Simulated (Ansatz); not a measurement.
Crystal: Os, bcc type, 1 atom in the cell.

Computed with PBE, plane waves, PAW datasets (generated soft set 1) in Ansatz 0.2.0 development build.

Cutoff 420 eV; k-mesh 49×49×49 Γ-centred; Fermi–Dirac smearing of 0.0612 eV; no spin polarisation; no spin–orbit coupling.

Problem. What equilibrium volume, lattice constant and bulk modulus does this give?

Solution. V₀ = 14.776 Å³/atom (a₀ = 3.092 Å), B₀ = 352 GPa, B₀′ = 4.79. The points behind the fit:

| V (Å³/atom) | a (Å) | E − E(min) (meV/atom) | P (GPa) |
| --- | --- | --- | --- |
| 13.901 | 3.0294 | 64.06 | 24.87 |
| 14.196 | 3.0507 | 26.96 | 15.50 |
| 14.492 | 3.0718 | 6.20 | 7.15 |
| 14.788 | 3.0925 | 0.00 | -0.29 |
| 15.084 | 3.1130 | 6.76 | -6.91 |
| 15.380 | 3.1332 | 25.07 | -12.81 |
| 15.675 | 3.1532 | 53.64 | -18.05 |

The published all-electron PBE values for this crystal (mean of FLEUR and WIEN2k, k-spacing 0.06 Å⁻¹; Bosoni et al., Nat. Rev. Phys. 6, 45 (2024)) are V₀ = 14.781 Å³/atom, B₀ = 351.3 GPa, B₀′ = 4.79.

The stress includes the program's correction for the finite plane-wave basis.

This cubic structure is a model: it isn't the usual form of the substance at ambient conditions, and such phases are metastable or hypothetical.
